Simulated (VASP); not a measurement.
PbS (Galena):

```xyz
2
Lattice="0.0000 2.9657 2.9657 2.9657 0.0000 2.9657 2.9657 2.9657 0.0000" Properties=species:S:1:pos:R:3 pbc="T T T"
Pb    0.0000    0.0000    0.0000
S     2.9657    2.9657    2.9657
```

| Item | Value |
| --- | --- |
| Program | VASP 6.6.1 |
| Task | relaxation of cell and atoms |
| Functional | TPSS |
| Potentials or basis | VASP PAW PBE potentials, release 64 (Pb_d, S) |
| Cutoff | 600 eV |
| k mesh | 8 × 8 × 8 |
| Occupations | gaussian, width 0.05 eV |
| Spin | no spin polarisation |

At the start: pressure 1.8 GPa; volume 26.09 Å³/atom.

**Question.** How do energy, volume and symmetry change on relaxing?

**Answer.** Over 3 steps the energy falls by 4.3 meV/atom and the volume is 26.87 Å³/atom (+3.0 %); space group Fm-3m (No. 225, to 0.05 Å).

The path:
| step | energy change (eV) | largest force (eV/Å) | pressure (GPa) | volume (Å³) |
| --- | --- | --- | --- | --- |
| 1 | 0.0000 | 0.0000 | 1.84 | 52.17 |
| 2 | -0.0071 | 0.0000 | -0.70 | 54.46 |
| 3 | -0.0086 | 0.0000 | 0.01 | 53.74 |

Final structure:
```yaml
crystal:
  lattice:
    - [0.00000, 2.99526, 2.99526]
    - [2.99526, 0.00000, 2.99526]
    - [2.99526, 2.99526, 0.00000]
  atoms:
    - { symbol: Pb, position: [0.00000, 0.00000, 0.00000] }
    - { symbol: S, position: [0.50000, 0.50000, 0.50000] }
```

Caveat: the PAW data sets were made with another functional, which shifts forces and pressure a little.
